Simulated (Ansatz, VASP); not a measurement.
Given: the input of a run of Ansatz 0.2.0 on Pt.

input.yaml

```yaml
crystal:
  lattice:
    - [-1.6050673907, 1.6050673907, 1.6050673907]
    - [1.6050673907, -1.6050673907, 1.6050673907]
    - [1.6050673907, 1.6050673907, -1.6050673907]
  atoms:
    - { symbol: Pt, position: [0.0, 0.0, 0.0] }
hamiltonian:
  xc: pbesol
  pseudopotentials: { kind: paw }
kpoints:
  mp_grid: { grid: [12, 12, 12] }
scf:
  occupations: { method: fermi_dirac, width: 0.05 }
output:
  forces: true
  stress: true
  eigenvalues: true
```

Potentials or basis: Ansatz PAW.

The run is started by

```bash
$ ansatz run input.yaml --threads 1 --pin off --max-ram 3584MiB --backend cpu --events-out ev --progress --plain --runs-dir out
```

Question: Set up the same calculation for VASP 6.6.1. Potentials there: VASP PAW PBE potentials, release 64 (Pt).

Answer: As run (the cutoff follows the program's own potentials):

Contents of INCAR:

```
SYSTEM = Pt
  PREC = Accurate
  ENCUT = 520
  EDIFF = 1E-7
  ISMEAR = -1
  SIGMA = 0.05
  LREAL = .False.
  LASPH = .True.
  NELM = 100
  ALGO = Normal
  ISIF = 2
  LWAVE = .False.
  LCHARG = .False.
  GGA = PS
  NBANDS = 11
```

KPOINTS

```
Automatic mesh
0
Gamma
  12 12 12
  0 0 0
```

The input POSCAR:

```
Pt
1.0
   -1.6050673907      1.6050673907      1.6050673907
    1.6050673907     -1.6050673907      1.6050673907
    1.6050673907      1.6050673907     -1.6050673907
Pt
1
Direct
    0.0000000000      0.0000000000      0.0000000000
```

Potentials or basis: VASP PAW PBE potentials, release 64 (Pt).

Run with:

```sh
$ cat potpaw_PBE.64/Pt/POTCAR > POTCAR
$ mpirun -np 1 vasp_std > vasp.out
```

Both were run:

|  | VASP | Ansatz | Ansatz less VASP |
| --- | --- | --- | --- |
| gap on the k mesh at the Fermi level (eV) | none | none | - |
| pressure (GPa) | -19.1 | -18.8 | +0.34 |

A gap of «none» marks a metal or a gap that the smearing closes. The functional is the same, so the differences come from potentials, cutoffs and numerics. The two sets of potentials don't hold the same shells in valence.

Caveats: the PAW data sets were made with another functional, which shifts forces and pressure a little (VASP); the PAW data sets come from PBE, with cores solved anew for the run's functional, which leaves a small shift of forces and pressure (Ansatz). The runs have no spin-orbit coupling, so splittings on Pt are missing.
